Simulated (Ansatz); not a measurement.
Runs of Ansatz 0.2.0 on Te. Symmetry: P3_121, No. 152, trigonal system. Conventional cell: a = 4.454 Å, b = 4.454 Å, c = 5.924 Å, α = 90.00°, β = 90.00°, γ = 120.00°. Around Te (site symmetry 2) lie 2 Te at 2.86 Å. 

```csv
task,level,potentials or basis,spin,k mesh,cutoff (eV),basis error allowed,pressure (GPa),V0 of scaled cells (Å³/atom),B0 (GPa),largest force (eV/Å)
equation of state,PBEsol,"all-electron LAPW, scalar-relativistic",off,7 × 7 × 5,-,0.001 eV/atom,-,33.28,52,-
band structure,PBEsol,"all-electron LAPW, relativistic spinors","SOC, no magnetisation",5 × 5 × 4,215,0.002 eV/atom,-0.6,-,-,0.11
equation of state,PBE,"all-electron LAPW, scalar-relativistic",off,7 × 7 × 5,-,0.001 eV/atom,-,34.97,45,-
equation of state,PBEsol,"all-electron LAPW, scalar-relativistic",off,7 × 7 × 5,-,0.002 eV/atom,-,33.28,52,-
band structure,PBEsol,all-electron PAW datasets made for the crystal,off,7 × 7 × 5,140,-,(a),-,-,(b)
```

Alike in all rows: cell as given; smearing fermi-dirac 0.05 eV.

Fill in the values left out.

(a) -0.9; (b) 0.10.

Caveats: the cell was scaled at fixed shape and fractional positions, which overstates the stiffness of a crystal with free parameters, most of all of layers and chains (some runs).

Not every run made on this cell is shown here.
